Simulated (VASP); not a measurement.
Wanted: the native input for a VASP 6.6.1 run.

- Task: relaxation of cell and atoms
- Functional: LDA
- Potentials or basis: VASP PAW LDA potentials, release 64 (Mg, Te)
- Cutoff: 600 eV
- k mesh: 9 × 9 × 4
- Occupations: gaussian, width 0.03 eV
- Spin: no spin polarisation
- Further INCAR settings: ALGO = Normal; EDIFF = 1e-06; IBRION = 2; EDIFFG = -0.01; NSW = 90; ISIF = 3

The structure of MgTe lies in POSCAR:

```
MgTe
1.0
    4.5200000000      0.0000000000      0.0000000000
   -2.2600000000      3.9144348251      0.0000000000
    0.0000000000      0.0000000000      7.3300000000
Mg Te
2 2
Direct
    0.3333333333      0.6666666667      0.0000000000
    0.6666666667      0.3333333333      0.5000000000
    0.3333333333      0.6666666667      0.3850000000
    0.6666666667      0.3333333333      0.8850000000
```

These files were run (other wordings do the same):

INCAR

```
PREC = Accurate
ENCUT = 600
EDIFF = 1E-6
ISMEAR = 0
SIGMA = 0.03
LREAL = False
LASPH = True
NELM = 80
ALGO = Normal
ISIF = 3
LWAVE = False
LCHARG = False
IBRION = 2
NSW = 90
EDIFFG = -0.01
```

KPOINTS

```
regular mesh
0
Gamma
  9 9 4
```

Potentials or basis: VASP PAW LDA potentials, release 64 (Mg, Te).

The run is started by

```console
$ cat potpaw_LDA.64/Mg/POTCAR potpaw_LDA.64/Te/POTCAR > POTCAR
$ mpirun -np 1 vasp_std > vasp.out
```

It gave:

| Quantity | Value |
| --- | --- |
| Relaxed volume | 32.27 Å³/atom |
| Relaxed cell | a = 4.508 Å, b = 4.508 Å, c = 7.334 Å, α = 90.00°, β = 90.00°, γ = 120.00° |
| Space group after relaxing (to 0.05 Å) | P6_3mc (No. 186) |
| Energy gained by relaxing | 3.4 meV/atom |
| Ionic steps | 9 |
| Pressure after relaxing | 0.0 GPa |
| Band gap on the k mesh | 2.45 eV, direct |

Caveat: spin-orbit coupling is left out, which moves the levels of the heavy elements.

It took 2.2 min on 1 thread of Intel(R) Xeon(R) Platinum 8488C (Sapphire Rapids) (shared host), peak memory 0.27 GiB.
